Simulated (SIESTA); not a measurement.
WC (Qusongite):

```
W C
1.0
     2.90650    0.00000    0.00000
    -1.45325    2.51710    0.00000
     0.00000    0.00000    2.83660
W C
1 1
Direct
  0.00000 0.00000 0.00000
  0.66667 0.33333 0.50000
```

Program: SIESTA 5.4.2. Alike in all runs: no spin polarisation; cell as given; k mesh 10 × 10 × 9; smearing fermi-dirac 0.05 eV; grid cutoff 800 Ry; energy shift 0.003 Ry.

**Question.** Order these runs on this cell by their pressure, lowest first.
A. level vdW-DF-cx; potentials or basis PseudoDojo 0.4 standard (PBE files), DZP (energy shift 0.003 Ry; two zetas on semicore shells)
B. level PBEsol; potentials or basis PseudoDojo 0.4 standard (PBEsol files), DZP (energy shift 0.003 Ry; two zetas on semicore shells)
C. level AM05; potentials or basis PseudoDojo 0.4 standard (PBEsol files), DZP (energy shift 0.003 Ry; two zetas on semicore shells)
D. level BLYP; potentials or basis PseudoDojo 0.4 standard (PBE files), DZP (energy shift 0.003 Ry; two zetas on semicore shells)

**Answer.** C (0.6 GPa), B (2.7 GPa), A (5.3 GPa), D (24.9 GPa).

Caveats: short orbitals over semicore shells can move pressures by several GPa; the basis of atomic orbitals isn't converged, which shifts pressures, moduli and gaps; the potentials were made for another functional, which shifts forces and pressure (some runs).

Runs at the PBE level aren't shown here.
